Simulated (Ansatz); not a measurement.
Piezoelectric tensor of InP

The calculation used DFT PBE, scalar-relativistic, plane waves, PAW in Ansatz. Settings: 420 eV plane-wave cutoff, Γ-centred 10×10×10 mesh, fixed occupations. No spin polarisation.

Equilibrium structure at this level:
```
In P
1.0
     0.00000    2.97965    2.97965
     2.97965    0.00000    2.97965
     2.97965    2.97965    0.00000
In P
1 1
Direct
  0.00000 0.00000 0.00000
  0.25000 0.25000 0.25000
```

(1) Give the relaxed-ion proper piezoelectric stress tensor e_iJ (C/m², Voigt columns xx yy zz yz xz xy).

(2) With the elastic constants (GPa, Voigt order)
```
87.0 45.8 45.8  0.0  0.0  0.0
45.8 87.0 45.8  0.0  0.0  0.0
45.8 45.8 87.0  0.0  0.0  0.0
 0.0  0.0  0.0 41.4  0.0  0.0
 0.0  0.0  0.0  0.0 41.4  0.0
 0.0  0.0  0.0  0.0  0.0 41.4
```
find the strain coefficients d = e·C⁻¹ (pC/N).

## Answers

(1)
```
x    0.000  0.000  0.000 -0.095  0.000  0.000
y    0.000  0.000  0.000  0.000 -0.095  0.000
z    0.000  0.000  0.000  0.000  0.000 -0.095
```
Signs follow the orientation of the cell as given.

(2)
```
x    0.00  0.00  0.00 -2.29  0.00  0.00
y    0.00  0.00  0.00  0.00 -2.29  0.00
z    0.00  0.00  0.00  0.00  0.00 -2.29
```

Cost: 1 run of about 1.9 core-minutes, on Arm Neoverse V2 (shared hosts).